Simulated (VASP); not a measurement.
A run of VASP 6.6.1 is set up as follows.

Contents of INCAR:

```
SYSTEM = PbO
PREC = Accurate
ENCUT = 520
EDIFF = 1E-6
ISMEAR = 0
SIGMA = 0.02
LREAL = .False.
LASPH = .True.
NELM = 100
ALGO = Fast
ISIF = 2
LWAVE = .False.
LCHARG = .True.
LDIPOL = .True.
IDIPOL = 3
DIPOL = 0.5 0.5 0.500
GGA = PE
IVDW = 12
LELF = .True.
LVHAR = .True.
LVACPOTAV = .True.
NBANDS = 28
```

KPOINTS

```
regular mesh
0
Gamma
  6 6 1
  0 0 0
```

The input POSCAR:

```
PbO
1.0
    4.0339495120      0.0000000000      0.0000000000
    0.0000000000      4.0339495120      0.0000000000
    0.0000000000      0.0000000000     30.7493267952
Pb O
2 2
Direct
    0.5000000000      0.0000000000      0.4613867417
    0.0000000000      0.5000000000      0.5386132583
    0.0000000000      0.0000000000      0.5000000000
    0.5000000000      0.5000000000      0.5000000000
```

Potentials or basis: VASP PAW PBE potentials, release 64 (Pb_d, O).

Launch:

```sh
$ cat potpaw_PBE.64/Pb_d/POTCAR potpaw_PBE.64/O/POTCAR > POTCAR
$ mpirun -np 1 vasp_std > vasp.out
```

Task: Estimate the dispersion energy per atom.

Result: -0.136 eV.

Task: Predict the largest force.

Result: 0.207 eV/Å.

Forces on the atoms (eV/Å):
```
Pb   0.000  0.000 -0.207
Pb   0.000  0.000  0.207
O    0.000  0.000  0.000
O    0.000  0.000  0.000
```
